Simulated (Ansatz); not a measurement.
Here is an Ansatz 0.2.0 calculation.

File input.yaml:

```yaml
crystal:
  lattice:
    - [1.6022198417, 0.9250420569, 2.5664708903]
    - [-1.6022198417, 0.9250420569, 2.5664708903]
    - [0.0, -1.8500841138, 2.5664708903]
  atoms:
    - { symbol: Co, position: [0.99897832, 0.99897832, 0.99897832], spin: 2.0 }
    - { symbol: O, position: [0.75102103, 0.75102103, 0.75102103] }
kpoints:
  mp_grid: { grid: [7, 7, 7] }
scf:
  occupations: { method: fermi_dirac, width: 0.05 }
hamiltonian:
  xc: pbesol
  pseudopotentials: { kind: all_electron, lapw: { basis_error: 0.001 } }
magnetization:
  spin_polarized: true
output:
  forces: true
  stress: true
relax:
  f_tol: 0.005
  max_steps: 60
  cell: {}
```

Potentials or basis: all-electron LAPW, scalar-relativistic.

The run is started by

```bash
$ ansatz run input.yaml --threads 2 --pin off --max-ram 6144MiB --backend cpu --events-out ev --progress --plain --runs-dir out
```

Q: Estimate the space group after relaxing (to 0.05 Å).

A: F-43m (No. 216).

Q: Estimate the net moment.

A: 2.09 μB per cell.

Final structure:
```
Co O
1.0
     1.54415    0.89152    2.52125
    -1.54415    0.89152    2.52125
     0.00000   -1.78303    2.52125
Co O
1 1
Direct
  0.00001 0.00001 0.00001
  0.74999 0.74999 0.74999
```

Caveat: a cell with one magnetic atom can't hold antiferromagnetic order, which such compounds often take.
